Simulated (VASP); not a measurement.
Write the native input for VASP 6.6.1 that does the following.

```yaml
Task: single point
Functional: PBE
Potentials_or_basis: VASP PAW PBE potentials, release 64 (Cd, O_h)
Cutoff: 900 eV
k_mesh: 12 × 12 × 12
Occupations: gaussian, width 0.02 eV
Spin: no spin polarisation
Further_INCAR_settings: ALGO = Normal; EDIFF = 1e-07; NBANDS = 16
```

The structure of CdO lies in POSCAR:

```
CdO                                     
1.0
    0.0000000000      2.4360266649      2.4360266649
    2.4360266649      0.0000000000      2.4360266649
    2.4360266649      2.4360266649      0.0000000000
  Cd              O             
     1     1
Direct
     0.0000000000000000    0.0000000000000000    0.0000000000000000
     0.5000000000000000    0.5000000000000000    0.5000000000000000
```

The cell isn't the ideal one: a relaxed cell with its volume scaled by 1.06.

The input as run:

INCAR

```
SYSTEM = CdO
PREC = Accurate ; ENCUT = 900
EDIFF = 1E-7 ; ISMEAR = 0
SIGMA = 0.02 ; LREAL = .FALSE.
LASPH = .TRUE. ; NELM = 100
ALGO = Normal ; ISIF = 2
LWAVE = .FALSE. ; LCHARG = .FALSE.
GGA = PE ; NBANDS = 16
```

KPOINTS

```
regular mesh
0
G
  12 12 12
  0 0 0
```

Potentials or basis: VASP PAW PBE potentials, release 64 (Cd, O_h).

Command:

```bash
$ cat potpaw_PBE.64/Cd/POTCAR potpaw_PBE.64/O_h/POTCAR > POTCAR
$ mpirun -np 1 vasp_std > vasp.out
```

Results of the run:

```json
{
 "Pressure": "-6.4 GPa",
 "Band gap on the k mesh": "none (metal or under the smearing width)"
}
```

Caveat: the cutoff is under 1.25 times the usual one of these potentials, so pressure, stress and relaxed cells hold a basis-set (Pulay) error.

Wall time 31 s on 1 thread of Intel(R) Xeon(R) 6975P-C (Granite Rapids), on a shared host, peak memory 0.24 GiB.
